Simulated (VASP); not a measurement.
Wanted: the native input for a VASP 6.6.1 run.

* Task: single point
* Functional: LDA
* Potentials or basis: VASP PAW LDA potentials, release 64 (N, B)
* Cutoff: 900 eV
* k mesh: 6 × 11 × 7
* Occupations: gaussian, width 0.05 eV
* Spin: no spin polarisation
* Further INCAR settings: ADDGRID = False; ALGO = Normal; EDIFF = 1e-08; NBANDS = 26

The structure of BN lies in POSCAR:

```
BN
1.0
    4.8800890000      0.0000000000      0.0000000000
    0.0000000000      2.5914640000      0.0000000000
    0.0000000000      0.0000000000      4.2920490000
N B
4 4
Direct
    0.3211300000      0.7500000000      0.1064860000
    0.6788700000      0.2500000000      0.8935140000
    0.1788700000      0.2500000000      0.6064860000
    0.8211300000      0.7500000000      0.3935140000
    0.3404130000      0.2500000000      0.9070960000
    0.1595870000      0.7500000000      0.4070960000
    0.8404130000      0.2500000000      0.5929040000
    0.6595870000      0.7500000000      0.0929040000
```

Measurements of this composition are mostly on another form, of space group No. 194.

These files were run (other wordings do the same):

INCAR

```
PREC = Accurate
ENCUT = 900
EDIFF = 1E-8
ISMEAR = 0
SIGMA = 0.05
LREAL = F
LASPH = T
NELM = 100
ALGO = Normal
ISIF = 2
LWAVE = F
LCHARG = F
NBANDS = 26
ADDGRID = F
```

KPOINTS

```
Automatic mesh
0
Gamma
  6 11 7
```

Potentials or basis: VASP PAW LDA potentials, release 64 (N, B).

Run with:

```console
$ cat potpaw_LDA.64/N/POTCAR potpaw_LDA.64/B/POTCAR > POTCAR
$ mpirun -np 1 vasp_std > vasp.out
```

Results of the run:

The pressure is -10.9 GPa, the largest force is 0.104 eV/Å and the band gap on the k mesh is 5.53 eV, indirect (least direct gap 6.12 eV).

Caveat: an odd mesh through Γ misses points on the zone boundary, where band edges often lie.

Run time: 4.4 min on 1 thread of AMD EPYC 7R43 64-Core Processor (Zen 3) (shared host), peak memory 0.31 GiB.
